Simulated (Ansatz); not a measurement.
Crystal: CuCl2.

```xyz
3
Lattice="4.5206 0.0000 0.0000 0.0000 4.5206 0.0000 0.0000 0.0000 4.3177" Properties=species:S:1:pos:R:3 pbc="T T T"
Cu    0.0000    0.0000    0.0000
Cl    0.0000    2.2603    0.0000
Cl    2.2603    0.0000    0.0000
```

Measurements of this composition are mostly on another form, of space group No. 12.

* Program: Ansatz 0.2.0
* Task: relaxation of cell and atoms
* Functional: PBEsol
* Potentials or basis: Ansatz PAW
* Cutoff: 420 eV (not typed: the program's choice for these potentials)
* k mesh: 6 × 6 × 6
* Occupations: fermi-dirac, width 0.05 eV
* Spin: no spin polarisation
* Hubbard terms: Cu d U = 6 eV

At the start: volume 29.41 Å³/atom.

Question: How do energy, volume and symmetry change on relaxing?

Answer: It ends after 4 steps and the volume is 28.94 Å³/atom (-1.6 %); space group P4/mmm (No. 123, to 0.05 Å).

Step by step:
```csv
step,energy change (eV),largest force (eV/Å),volume (Å³)
1,0.0000,0.0000,88.24
2,-0.0048,0.0000,87.55
3,-0.0066,0.0000,86.82
4,-0.0064,0.0000,86.82
```

Final structure:
```yaml
crystal:
  lattice:
    - [4.48054, 0.00000, 0.00000]
    - [0.00000, 4.48054, 0.00000]
    - [0.00000, 0.00000, 4.32456]
  atoms:
    - { symbol: Cu, position: [0.00000, 0.00000, 0.00000] }
    - { symbol: Cl, position: [0.00000, 0.50000, 0.00000] }
    - { symbol: Cl, position: [0.50000, 0.00000, 0.00000] }
```

Caveat: the plane-wave basis is chosen anew once the cell has moved, so the energies of steps on either side of that aren't comparable; this functional lacks dispersion, which binds the layers, so the pressure and a relaxed spacing across them are unreliable; an odd number of electrons without spin polarisation forces a metal; a magnetic or distorted state may lie lower; the run has no spin polarisation, though such a crystal can be magnetic; U without spin polarisation on a metal has little footing; the PAW data sets come from PBE, with cores solved anew for the run's functional, which leaves a small shift of forces and pressure.
